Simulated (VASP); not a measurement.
Wanted: the native input for a VASP 6.6.1 run.

| Item | Value |
| --- | --- |
| Task | relaxation of cell and atoms |
| Functional | PBE |
| Potentials or basis | VASP PAW PBE potentials, release 64 (Rh_pv) |
| Cutoff | 600 eV |
| k mesh | 6 × 6 × 4 |
| Occupations | gaussian, width 0.1 eV |
| Spin | no spin polarisation |
| Dipole correction | no |
| Further INCAR settings | ALGO = Fast; EDIFF = 1e-06; IBRION = 2; EDIFFG = -0.04; NSW = 90; ISIF = 3 |

The structure of Rh lies in POSCAR:

```
Rh
1.0
    3.7972933730      0.0000000000      0.0000000000
   -1.8986466865      3.2885525267      0.0000000000
    0.0000000000      0.0000000000      5.2973590534
Rh
4
Direct
    0.0000000000      0.0000000000      0.1401554998
    0.0000000000      0.0000000000      0.6401554998
    0.3333333333      0.6666666667      0.8648445002
    0.6666666667      0.3333333333      0.3648445002
```

The cell was built by a generator and needn't be a form met in nature.

These files were run (other wordings do the same):

INCAR

```
SYSTEM = Rh
PREC = Accurate
ENCUT = 600
EDIFF = 1E-6
ISMEAR = 0
SIGMA = 0.1
LREAL = .FALSE.
LASPH = .TRUE.
NELM = 100
ALGO = Fast
ISIF = 3
LWAVE = .FALSE.
LCHARG = .FALSE.
GGA = PE
IBRION = 2
NSW = 90
EDIFFG = -0.04
```

KPOINTS

```
regular mesh
0
G
  6 6 4
  0 0 0
```

Potentials or basis: VASP PAW PBE potentials, release 64 (Rh_pv).

The run is started by

```bash
$ cat potpaw_PBE.64/Rh_pv/POTCAR > POTCAR
$ mpirun -np 1 vasp_std > vasp.out
```

Results of the run:

```
Relaxed volume                         : 16.54 Å³/atom
Relaxed cell                           : a = 3.803 Å, b = 3.803 Å, c = 5.281 Å, α = 90.00°, β = 90.00°, γ = 120.00°
Space group after relaxing (to 0.05 Å) : P6_3mc (No. 186)
Energy gained by relaxing              : 4.0 meV/atom
Ionic steps                            : 7
Pressure after relaxing                : -0.1 GPa
Largest force after relaxing           : 0.021 eV/Å
Band gap on the k mesh                 : none (metal or under the smearing width)
```

Wall time 2.8 min on 1 thread of Intel(R) Xeon(R) 6975P-C (Granite Rapids), on a shared host, peak memory 0.21 GiB.
